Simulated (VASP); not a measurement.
Write the native input for VASP 6.6.1 that does the following.

* Task: relaxation of the atoms
* Functional: PBE
* Potentials or basis: VASP PAW PBE potentials, release 64 (Si)
* Cutoff: 600 eV
* k mesh: 16 × 16 × 16
* Occupations: methfessel-paxton, width 0.1 eV
* Spin: no spin polarisation
* Further INCAR settings: ALGO = Fast; EDIFF = 1e-07; IBRION = 2; EDIFFG = -0.01; NSW = 40

The structure of Si lies in POSCAR:

```
Si                                      
1.0
    0.0000000000      1.9690270002      1.9690270002
    1.9690270002      0.0000000000      1.9690270002
    1.9690270002      1.9690270002      0.0000000000
  Si            
     1
Direct
     0.0000000000000000    0.0000000000000000    0.0000000000000000
```

This isn't the form of Si at room conditions, which is diamond.

The cell isn't the ideal one: a relaxed cell with its volume scaled by 1.06.

One way to write it, as run:

INCAR

```
SYSTEM = Si
ALGO = Fast ; EDIFF = 1E-7
EDIFFG = -0.01 ; ENCUT = 600
GGA = PE ; IBRION = 2
ISIF = 2 ; ISMEAR = 1
LASPH = .TRUE. ; LCHARG = .FALSE.
LREAL = .FALSE. ; LWAVE = .FALSE.
NELM = 80 ; NSW = 40
PREC = Accurate ; SIGMA = 0.1
```

KPOINTS

```
k-points
0
G
  16 16 16
  0 0 0
```

Potentials or basis: VASP PAW PBE potentials, release 64 (Si).

Command:

```sh
$ cat potpaw_PBE.64/Si/POTCAR > POTCAR
$ mpirun -np 1 vasp_std > vasp.out
```

Results of the run:

```json
{"Pressure after relaxing": "-4.3 GPa", "Band gap on the k mesh": "none (metal or under the smearing width)"}
```

Caveat: the relaxation stopped at its first step, so nothing moved.

It took 5.6 s on 1 thread of Intel(R) Xeon(R) 6975P-C (Granite Rapids), on a shared host, peak memory 0.14 GiB.
